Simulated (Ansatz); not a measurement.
## TiTe: band structure with PBEsol

TiTe:

```
CELL_PARAMETERS angstrom
3.84200 0.00000 0.00000
-1.92100 3.32727 0.00000
0.00000 0.00000 6.40300
ATOMIC_POSITIONS crystal
Te 0.66667 0.33333 0.75000
Te 0.33333 0.66667 0.25000
Ti 0.00000 0.00000 0.50000
Ti 0.00000 0.00000 0.00000
```

| Item | Value |
| --- | --- |
| Program | Ansatz 0.2.0 |
| Task | band structure |
| Functional | PBEsol |
| Potentials or basis | Ansatz PAW |
| Cutoff | 420 eV (not typed: the program's choice for these potentials) |
| k mesh | 8 × 8 × 4 |
| Occupations | fermi-dirac, width 0.05 eV |
| Spin | spin-orbit coupling, no magnetisation |
| Path | [["G", "M", "K", "G", "A", "L", "H", "A"], ["L", "M"], ["K", "H"]] |
| Points for each segment of the path | 14 |

```
Pressure               : 3.4 GPa
Band gap on the k mesh : none (metal or under the smearing width)
```

Stress tensor (GPa, compression positive):
```
1.53 0.00 0.00
0.00 1.53 0.00
0.00 0.00 7.21
```

Levels at the corners of the path, in eV from the Fermi level:
| point | band 53 | band 54 | band 55 | band 56 | band 57 | band 58 | band 59 | band 60 |
| --- | --- | --- | --- | --- | --- | --- | --- | --- |
| Γ | -0.58 | -0.58 | -0.56 | -0.56 | -0.52 | -0.52 | -0.43 | -0.43 |
| M | -1.93 | -1.93 | -0.09 | -0.09 | 0.55 | 0.55 | 0.70 | 0.70 |
| K | -0.16 | -0.16 | 0.38 | 0.38 | 0.42 | 0.42 | 0.44 | 0.44 |
| Γ | -0.58 | -0.58 | -0.56 | -0.56 | -0.52 | -0.52 | -0.43 | -0.43 |
| A | -0.05 | -0.05 | -0.05 | -0.05 | -0.05 | -0.05 | -0.05 | -0.05 |
| L | -0.93 | -0.93 | -0.93 | -0.93 | 0.84 | 0.84 | 0.84 | 0.84 |
| H | -0.30 | -0.30 | -0.30 | -0.30 | 0.43 | 0.43 | 0.44 | 0.44 |
| A | -0.05 | -0.05 | -0.05 | -0.05 | -0.05 | -0.05 | -0.05 | -0.05 |
| L | -0.93 | -0.93 | -0.93 | -0.93 | 0.84 | 0.84 | 0.84 | 0.84 |
| M | -1.93 | -1.93 | -0.09 | -0.09 | 0.55 | 0.55 | 0.70 | 0.70 |
| K | -0.16 | -0.16 | 0.38 | 0.38 | 0.42 | 0.42 | 0.44 | 0.44 |
| H | -0.30 | -0.30 | -0.30 | -0.30 | 0.43 | 0.43 | 0.44 | 0.44 |

Run time: 100 s on 2 threads of Intel(R) Xeon(R) Processor @ 2.50GHz (Skylake/Cascade Lake), with other jobs on the host, peak memory 1.1 GiB.

Caveat: the PAW data sets come from PBE, with cores solved anew for the run's functional, which leaves a small shift of forces and pressure.
